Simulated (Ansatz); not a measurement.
All numbers below come from Ansatz, DFT PBE, scalar-relativistic, plane waves, PAW. All cells share a 420 eV cutoff and Γ-centred k meshes spaced at most about 0.3 Å⁻¹ (about 0.25 or finer for metals, 2π included). No spin polarisation in the final relaxations.

Temperature and zero-point effects are left out. All come from trial cells, and lower structures may exist.

Task: Order these relaxed structures of Sn2Ge by energy, lowest first, with the energy over the lowest of them.
A.

```xyz
3
Lattice="-1.6781 1.9034 5.8767 1.6781 -1.9034 5.8767 1.6781 1.9034 -5.8767" Properties=species:S:1:pos:R:3 pbc="T T T"
Sn    0.0000    0.0000    1.7606
Sn    0.0000    0.0000    9.9929
Ge    0.0000    0.0000    5.8767
```

B.

```xyz
6
Lattice="-2.2474 2.2474 9.5881 2.2474 -2.2474 9.5881 2.2474 2.2474 -9.5881" Properties=species:S:1:pos:R:3 pbc="T T T"
Sn    0.0000    0.0000   12.8572
Sn    0.0000    0.0000    6.3190
Sn    2.2474    0.0000    1.5250
Sn    2.2474    0.0000    8.0632
Ge    0.0000    0.0000    0.0000
Ge    0.0000    2.2474    4.7941
```

Result: B (0 meV/atom), A (108 meV/atom). Forms: B Sn and Ge ordered on diamond sites, I4_1/amd; A Immm. Counting Ge atoms around Sn (those within 1.25 times the shortest such distance or 1.15 times the sum of covalent radii; the shortest distance is added where it exceeds 1.18 times the sum of covalent radii): B has Sn 2; A has Sn 4 from 3.1 Å. Even the lowest lies +0.04 eV/atom against the elements.

Cells relaxed within their symmetry can be saddle points. Some structure types and database cells were kept out of the candidates from the start, so a known form may be missing.
